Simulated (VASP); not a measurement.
# Au (Im-3m) in VASP: a series of runs

One crystal, Au, is run at these levels: PBE; tasks: single point.

Everything below comes from runs of VASP 6.6.1. Logs are shortened: lines on timing, memory, paths and dates and some standing lists are left out, and cuts for length are marked.

## 1. The structure

The structure is cubic, space group Im-3m (No. 229). The conventional cell has a = 3.315 Å, b = 3.315 Å, c = 3.315 Å, α = 90.00°, β = 90.00°, γ = 90.00°. Around Au (site symmetry m-3m) lie 8 Au at 2.87 Å.

This isn't the form of Au at room conditions, which is fcc.

## 2. Single point, PBE

The input, INCAR:

```
  ADDGRID = F
  ALGO = Normal
  EDIFF = 1E-6
  ENCUT = 460
  GGA = PE
  ISIF = 2
  ISMEAR = 1
  LASPH = T
  LCHARG = F
  LREAL = F
  LWAVE = F
  NBANDS = 12
  NELM = 100
  PREC = Accurate
  SIGMA = 0.1
```

The input, KPOINTS:

```
k-points
0
Gamma
  5 5 5
```

The input, POSCAR:

```
Au
1.0
   -1.6572690000      1.6572690000      1.6572690000
    1.6572690000     -1.6572690000      1.6572690000
    1.6572690000      1.6572690000     -1.6572690000
Au
1
Direct
    0.0000000000      0.0000000000      0.0000000000
```

Potentials or basis: VASP PAW PBE potentials, release 64 (Au).

Run with:

```bash
> cat potpaw_PBE.64/Au/POTCAR > POTCAR
> mpirun -np 1 vasp_std > vasp.out
```

OUTCAR:

```text
EDIFF = 1E-6
   ENCUT = 460
   GGA = PE
   ISIF = 2
   ISMEAR = 1
   LASPH = T
   LREAL = F
   NELM = 100
   PREC = Accurate

 Found     10 irreducible k-points:

 Following reciprocal coordinates:
            Coordinates               Weight
  0.000000  0.000000  0.000000      1.000000
  0.200000  0.000000  0.000000     12.000000
  0.400000  0.000000  0.000000     12.000000
  0.200000  0.200000  0.000000     24.000000
  0.400000  0.200000 -0.000000     24.000000
  0.200000  0.200000  0.200000      8.000000
   k-points           NKPTS =     10   k-points in BZ     NKDIM =     10   number of bands    NBANDS=     12
   number of dos      NEDOS =    301   number of ions     NIONS =      1
   total plane-waves  NPLWV =   8000
   dimension x,y,z NGX =    20 NGY =   20 NGZ =   20
   dimension x,y,z NGXF=    40 NGYF=   40 NGZF=   40
   ions per type =               1
   NGX,Y,Z   is equivalent  to a cutoff of  11.58, 11.58, 11.58 a.u.
   NGXF,Y,Z  is equivalent  to a cutoff of  23.17, 23.17, 23.17 a.u.
 SYSTEM =  unknown system
   PREC   = accura    normal or accurate (medium, high low for compatibility)
   ISTART =      0    job   : 0-new  1-cont  2-samecut
   ICHARG =      2    charge: 1-file 2-atom 10-const
   ISPIN  =      1    spin polarized calculation?
   LNONCOLLINEAR =      F non collinear calculations
   LSORBIT =      F    spin-orbit coupling
   LASPH  =      T    aspherical Exc in radial PAW
   ENCUT  =  460.0 eV  33.81 Ry    5.81 a.u.   5.02  5.02  5.02*2*pi/ulx,y,z
   NELM   =    100;   NELMIN=  2; NELMDL= -5     # of ELM steps
   EDIFF  = 0.1E-05   stopping-criterion for ELM
   LREAL  =      F    real-space projection
   EDIFFG = 0.1E-04   stopping-criterion for IOM
   NSW    =      0    number of steps for IOM
   IBRION =     -1    ionic relax: 0-MD 1-quasi-New 2-CG
   NFREE  =      0    steps in history (QN), initial steepest desc. (CG)
   ISIF   =      2    stress and relaxation
   ISYM   =      2    0-nonsym 1-usesym 2-fastsym
   POTIM  = 0.5000    time-step for ionic-motion
   TEBEG  =    0.0;   TEEND  =   0.0 temperature during run
   PSTRESS=    0.0 pullay stress
   NELECT =      11.0000    total number of electrons
   NUPDOWN=      -1.0000    fix difference up-down
   EMIN   =  10.00;   EMAX   =-10.00  energy-range for DOS
   EFERMI =   0.00;   METHOD = LEGACY
   ISMEAR =     1;   SIGMA  =   0.10  broadening in eV -4-tet -1-fermi 0-gaus
   EFERMI_NEDOS =   21; number of points for ismear=-14 and -15
   IALGO  =     38    algorithm
   IMIX   =      4    mixing-type and parameters
     AMIX     =   0.40;   BMIX     =  1.00
     AMIX_MAG =   1.60;   BMIX_MAG =  1.00
  volume/ion in A,a.u.               =      18.21       122.87
  Fermi-wavevector in a.u.,A,eV,Ry     =   1.383968  2.615320 26.060157  1.915367
  Thomas-Fermi vector in A             =   2.508516
   LORBIT       =      0    0 simple, 1 ext, 2 COOP (PROOUT), +10 PAW based schemes
   GGA     = PE    functional components
   LHFCALC =     F    Hartree Fock is set to
   AEXX    =    0.0000 exact exchange contribution
   IVDW    =     0    specifies the selected vdW correction
   LEPSILON=     F    determine dielectric tensor
   LRPA    =     F    only Hartree local field effects (RPA)
 non-spin polarized calculation
 Methfessel and Paxton  Order N= 1 SIGMA  =   0.10
  energy-cutoff  :      460.00
  volume of cell :       18.21
 maximum number of plane-waves:       415
   NGX =  9   NGY =  9   NGZ =  9

 number of electron      10.9999996 magnetization

 Free energy of the ion-electron system (eV)
  ---------------------------------------------------
  ext. energy  EPLUGINS =         0.00000000
  ---------------------------------------------------
  free energy    TOTEN  =        -3.19515929 eV

  energy without entropy =       -3.19055202  energy(sigma->0) =       -3.19362354

 E-fermi :   8.3466     XC(G=0): -12.3236

 val. band max:        6.9811050254   @ k =   0.2000   0.2000   0.0000
 cond. band min:       8.3693703451   @ k =  -0.4000   0.4000   0.2000
 fundamental gap:      1.3882653196
 Fermi energy:         8.3465703596

 k-point     1 :       0.0000    0.0000    0.0000
  band No.  band energies     occupation
      1      -0.7554      2.00000
      2       3.9101      2.00000
      3       3.9101      2.00000
      4       3.9101      2.00000
      5       5.6417      2.00000
      6       5.6417      2.00000
      7      24.9080      0.00000
      8      24.9080      0.00000
      9      24.9080      0.00000
     10      31.5743      0.00000
     11      31.5743      0.00000
     12      31.5743      0.00000

 k-point     2 :       0.2000    0.0000    0.0000
  band No.  band energies     occupation
      1       0.5172      2.00000
      2       3.5494      2.00000
      3       3.9575      2.00000
      4       4.8044      2.00000
      5       5.3673      2.00000
      6       5.6781      2.00000
      7      22.1216      0.00000
      8      24.0368      0.00000
      9      26.4638      0.00000
     10      27.6879      0.00000
     11      27.7548      0.00000
     12      28.9572      0.00000

 k-point     3 :       0.4000    0.0000    0.0000
  band No.  band energies     occupation
      1       1.7673      2.00000
      2       3.0182      2.00000
      3       5.4139      2.00000
      4       5.7892      2.00000
      5       6.3612      2.00000
      6       6.6340      2.00000
      7      14.0216      0.00000
      8      21.1843      0.00000
      9      22.7087      0.00000
     10      28.9398      0.00000
     11      29.2586      0.00000
     12      31.6951      0.00000

 k-point     4 :       0.2000    0.2000    0.0000
  band No.  band energies     occupation
      1       2.1617      2.00000
      2       3.4425      2.00000
      3       3.6763      2.00000
      4       5.2816      2.00000
      5       5.8378      2.00000
      6       6.9811      2.00000
      7      17.5130      0.00000
      8      19.7735      0.00000
      9      23.1572      0.00000
     10      27.2524      0.00000
     11      30.7282      0.00000
     12      32.8570      0.00000

 k-point     5 :       0.4000    0.2000   -0.0000
  band No.  band energies     occupation
      1       2.3972      2.00000
      2       3.1984      2.00000
      3       4.6734      2.00000
      4       5.5177      2.00000
      5       6.1267      2.00000
      6      10.9692      0.00000
      7      11.4864      0.00000
      8      17.3796      0.00000
      9      21.9627      0.00000
     10      28.7656      0.00000
     11      30.0828      0.00000
     12      33.2743      0.00000

 k-point     6 :       0.2000    0.2000    0.2000
  band No.  band energies     occupation
      1       3.1949      2.00000
      2       3.1949      2.00000
      3       3.7102      2.00000
      4       5.8027      2.00000
      5       5.8027      2.00000
      6      10.3613      0.00000
      7      13.8864      0.00000
      8      17.3711      0.00000
      9      17.3711      0.00000
     10      31.2867      0.00000
     11      33.8238      0.00000
     12      34.2692      0.00000

 [... further k-points ...]
[... 5 lines left out ...]
  --------------------------------------------------------------------------------------
  -------------------------------------------------------------------------------------
  Total       -0.1289606     -0.1289606     -0.1289606      0.0000000     -0.0000000      0.0000000
  in kB      -11.3482389    -11.3482389    -11.3482389      0.0000000     -0.0000000      0.0000000
  external PRESSURE =     -11.3482389 kB  Pullay stress =       0.0000000 kB

 VOLUME and BASIS-vectors are now :
 -----------------------------------------------------------------------------
  energy-cutoff  :      460.00
  volume of cell :       18.21
      direct lattice vectors                 reciprocal lattice vectors
    -1.657269000  1.657269000  1.657269000     0.000000000  0.301701172  0.301701172
     1.657269000 -1.657269000  1.657269000     0.301701172  0.000000000  0.301701172
     1.657269000  1.657269000 -1.657269000     0.301701172  0.301701172  0.000000000

 POSITION                                       TOTAL-FORCE (eV/Angst)
 -----------------------------------------------------------------------------------
      0.00000      0.00000      0.00000         0.000000     -0.000000     -0.000000
 -----------------------------------------------------------------------------------
    total drift:                                0.000000     -0.000000      0.000000

  FREE ENERGIE OF THE ION-ELECTRON SYSTEM (eV)
  ---------------------------------------------------
  free  energy   TOTEN  =        -3.1951592928 eV

  energy  without entropy=       -3.1905520241  energy(sigma->0) =       -3.19362354
```

Wall time 3 s (1 thread of Intel Xeon 6975P-C (Granite Rapids), shared host); peak memory 0.11 GiB.

These settings aren't checked as converged: the numbers below hold their error.

What came out:

```yaml
Free_energy: -3.1952 eV
Pressure: -1.1 GPa
Band_gap_on_the_k_mesh: none (metal or under the smearing width)
```

Caveat: the k mesh is coarse (spacing up to 0.54 Å⁻¹), so the values aren't converged.

## 3. Single point, PBE

INCAR, as its differences from that of step 2:

```diff
@@ -14,2 +14,2 @@
   PREC = Accurate
-  SIGMA = 0.1
+  SIGMA = 0.05
```

KPOINTS is that of step 2.

POSCAR is that of step 2.

Potentials or basis: VASP PAW PBE potentials, release 64 (Au).

Run with:

```bash
> cat potpaw_PBE.64/Au/POTCAR > POTCAR
> mpirun -np 1 vasp_std > vasp.out
```

OUTCAR:

```text
EDIFF = 1E-6
   ENCUT = 460
   GGA = PE
   ISIF = 2
   ISMEAR = 1
   LASPH = T
   LREAL = F
   NELM = 100
   PREC = Accurate

 Found     10 irreducible k-points:

 Following reciprocal coordinates:
            Coordinates               Weight
  0.000000  0.000000  0.000000      1.000000
  0.200000  0.000000  0.000000     12.000000
  0.400000  0.000000  0.000000     12.000000
  0.200000  0.200000  0.000000     24.000000
  0.400000  0.200000 -0.000000     24.000000
  0.200000  0.200000  0.200000      8.000000
   k-points           NKPTS =     10   k-points in BZ     NKDIM =     10   number of bands    NBANDS=     12
   number of dos      NEDOS =    301   number of ions     NIONS =      1
   total plane-waves  NPLWV =   8000
   dimension x,y,z NGX =    20 NGY =   20 NGZ =   20
   dimension x,y,z NGXF=    40 NGYF=   40 NGZF=   40
   ions per type =               1
   NGX,Y,Z   is equivalent  to a cutoff of  11.58, 11.58, 11.58 a.u.
   NGXF,Y,Z  is equivalent  to a cutoff of  23.17, 23.17, 23.17 a.u.
 SYSTEM =  unknown system
   PREC   = accura    normal or accurate (medium, high low for compatibility)
   ISTART =      0    job   : 0-new  1-cont  2-samecut
   ICHARG =      2    charge: 1-file 2-atom 10-const
   ISPIN  =      1    spin polarized calculation?
   LNONCOLLINEAR =      F non collinear calculations
   LSORBIT =      F    spin-orbit coupling
   LASPH  =      T    aspherical Exc in radial PAW
[... 59 lines left out ...]
  band No.  band energies     occupation
      1      -0.7554      2.00000
      2       3.9101      2.00000
      3       3.9101      2.00000
      4       3.9101      2.00000
      5       5.6417      2.00000
      6       5.6417      2.00000
      7      24.9080      0.00000
      8      24.9080      0.00000
      9      24.9080      0.00000
     10      31.5743      0.00000
     11      31.5743      0.00000
     12      31.5743      0.00000
[... 61 lines left out ...]
 k-point     6 :       0.2000    0.2000    0.2000
  band No.  band energies     occupation
      1       3.1949      2.00000
      2       3.1949      2.00000
      3       3.7102      2.00000
      4       5.8027      2.00000
      5       5.8027      2.00000
      6      10.3613      0.00000
      7      13.8864      0.00000
      8      17.3711      0.00000
      9      17.3711      0.00000
     10      31.2867      0.00000
     11      33.8238      0.00000
     12      34.2692      0.00000

 [... further k-points ...]
[... 5 lines left out ...]
  --------------------------------------------------------------------------------------
  -------------------------------------------------------------------------------------
  Total       -0.1289606     -0.1289606     -0.1289606      0.0000000      0.0000000     -0.0000000
  in kB      -11.3482395    -11.3482395    -11.3482395      0.0000000      0.0000000     -0.0000000
  external PRESSURE =     -11.3482395 kB  Pullay stress =       0.0000000 kB

 VOLUME and BASIS-vectors are now :
 -----------------------------------------------------------------------------
  energy-cutoff  :      460.00
  volume of cell :       18.21
      direct lattice vectors                 reciprocal lattice vectors
    -1.657269000  1.657269000  1.657269000     0.000000000  0.301701172  0.301701172
     1.657269000 -1.657269000  1.657269000     0.301701172  0.000000000  0.301701172
     1.657269000  1.657269000 -1.657269000     0.301701172  0.301701172  0.000000000

 POSITION                                       TOTAL-FORCE (eV/Angst)
 -----------------------------------------------------------------------------------
      0.00000      0.00000      0.00000         0.000000     -0.000000     -0.000000
 -----------------------------------------------------------------------------------
    total drift:                                0.000000      0.000000      0.000000

  FREE ENERGIE OF THE ION-ELECTRON SYSTEM (eV)
  ---------------------------------------------------
  free  energy   TOTEN  =        -3.1928556585 eV

  energy  without entropy=       -3.1905520241  energy(sigma->0) =       -3.19208778
```

OSZICAR:

```text
N       E                     dE             d eps       ncg     rms          rms(c)
DAV:   1     0.467770867591E+02    0.46777E+02   -0.51737E+03   264   0.727E+02
DAV:   2    -0.284188707850E+01   -0.49619E+02   -0.46134E+02   280   0.175E+02
DAV:   3    -0.344667352920E+01   -0.60479E+00   -0.60455E+00   280   0.188E+01
DAV:   4    -0.344864204081E+01   -0.19685E-02   -0.19684E-02   288   0.127E+00
DAV:   5    -0.344865691399E+01   -0.14873E-04   -0.14874E-04   264   0.106E-01    0.745E+00
DAV:   6    -0.320967409251E+01    0.23898E+00   -0.68571E-01   264   0.654E+00    0.492E+00
DAV:   7    -0.319461041584E+01    0.15064E-01   -0.52697E-02   272   0.183E+00    0.254E+00
DAV:   8    -0.319285808784E+01    0.17523E-02   -0.10445E-03   260   0.265E-01    0.225E-01
DAV:   9    -0.319284889585E+01    0.91920E-05   -0.73686E-06   272   0.212E-02    0.137E-02
DAV:  10    -0.319285567798E+01   -0.67821E-05   -0.34037E-06   268   0.180E-02    0.483E-03
DAV:  11    -0.319285565850E+01    0.19482E-07   -0.76195E-08   136   0.213E-03
   1 F= -.31928557E+01 E0= -.31920878E+01  d E =-.230363E-02
```

Wall time 3.3 s (1 thread of Intel Xeon 6975P-C (Granite Rapids), shared host); peak memory 0.11 GiB.

These settings aren't checked as converged: the numbers below hold their error.

Results:

| Quantity | Value |
| --- | --- |
| Free energy | -3.1929 eV |
| Pressure | -1.1 GPa |
| Band gap on the k mesh | none (metal or under the smearing width) |

Caveat: the k mesh is coarse (spacing up to 0.54 Å⁻¹), so the values aren't converged.

## 4. Single point, PBE

INCAR, as its differences from that of step 3:

```diff
@@ -14,2 +14,2 @@
   PREC = Accurate
-  SIGMA = 0.05
+  SIGMA = 0.02
```

KPOINTS is that of step 3.

POSCAR is that of step 3.

Run with:

```bash
> cat potpaw_PBE.64/Au/POTCAR > POTCAR
> mpirun -np 1 vasp_std > vasp.out
```

Run time: 3.7 s. Hardware: 1 thread of Intel Xeon 6975P-C (Granite Rapids), shared host; peak memory 0.12 GiB.

These settings aren't checked as converged: the numbers below hold their error.

Results:

```yaml
Free_energy: -3.1915 eV
Pressure: -1.1 GPa
Band_gap_on_the_k_mesh: none (metal or under the smearing width)
```

Caveat: the k mesh is coarse (spacing up to 0.54 Å⁻¹), so the values aren't converged.

## 5. Single point, PBE

INCAR, as its differences from that of step 4:

```diff
@@ -13,3 +13,3 @@
   NELM = 100
-  PREC = Accurate
-  SIGMA = 0.02
+  PREC = Low
+  SIGMA = 0.15
```

KPOINTS is that of step 4.

POSCAR is that of step 4.

Run with:

```bash
> cat potpaw_PBE.64/Au/POTCAR > POTCAR
> mpirun -np 1 vasp_std > vasp.out
```

Wall time 2.5 s (1 thread of Intel Xeon 6975P-C (Granite Rapids), shared host); peak memory 0.1 GiB.

The run converged, but some of its settings lie outside the range that counts as converged, so its numbers aren't taken as properties of the crystal.

Results:

```yaml
Free_energy: -3.1980 eV
Pressure: -1.1 GPa
Band_gap_on_the_k_mesh: none (metal or under the smearing width)
```

Caveat: the k mesh is coarse (spacing up to 0.54 Å⁻¹), so the values aren't converged.
